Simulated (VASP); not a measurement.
## Ag: single point with LDA

Ag:

```
Ag
1.0
     0.00000    2.10439    2.04310
     2.10439    0.00000    2.04310
     2.10439    2.10439    0.00000
Ag
1
Direct
  0.00000 0.00000 0.00000
```

The cell isn't the ideal one: strain +0.030 along x and y, +0.000 along z, atoms carried along.

| Property | Result |
| --- | --- |
| Program | VASP 6.6.1 |
| Task | single point |
| Functional | LDA |
| Potentials or basis | VASP PAW LDA potentials, release 64 (Ag) |
| Cutoff | 520 eV |
| k mesh | 20 × 20 × 20 |
| Occupations | gaussian, width 0.15 eV |
| Spin | no spin polarisation |

```json
{"Pressure": "-11.8 GPa", "Band gap on the k mesh": "none (metal or under the smearing width)"}
```

Stress tensor (GPa, compression positive):
```
-12.03   0.00   0.00
  0.00 -12.03   0.00
  0.00   0.00 -11.22
```

Levels at points of the mesh, in eV from the Fermi level:
```
           k point  band 4  band 5  band 6  band 7  band 8  band 9
(0.00, 0.00, 0.00)   -4.44   -3.70   -3.52   15.91   18.94   18.94
(0.50, 0.00, 0.00)   -2.92   -2.84   -0.26    3.26   15.08   16.78
(0.50, 0.50, 0.00)   -2.69   -2.69    1.94    6.74    9.93    9.93
(0.50, 0.00, 0.50)   -2.76   -2.64    1.45    6.03   10.44   10.45
```

Run time: 2.1 min on 1 thread of AMD EPYC 7R43 64-Core Processor (Zen 3), on a shared host, peak memory 0.2 GiB.
